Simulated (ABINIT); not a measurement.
NaF (Villiaumite):

```xyz
2
Lattice="0.0000 2.3200 2.3200 2.3200 0.0000 2.3200 2.3200 2.3200 0.0000" Properties=species:S:1:pos:R:3 pbc="T T T"
Na    0.0000    0.0000    0.0000
F     2.3200    2.3200    2.3200
```

Base run:

```yaml
Program: ABINIT 10.8.3 (patched build)
Functional: PBE
Potentials_or_basis: SG15 NC PBE v1.2
Cutoff: 952 eV
k_mesh: 6 × 6 × 6
Occupations: fixed
Spin: no spin polarisation
```

Its results: band gap on the k mesh 6.33 eV, direct; pressure 1.1 GPa.

Question: The run is repeated on the same cell with these changes: functional from PBE to PBEsol. What comes out?

Answer: Band gap on the k mesh 6.14 eV, direct; pressure -0.7 GPa.

PBEsol binds more tightly than PBE, so the same cell stands under less pressure.

Caveats: the potentials were made for another functional, which shifts forces and pressure (some runs).

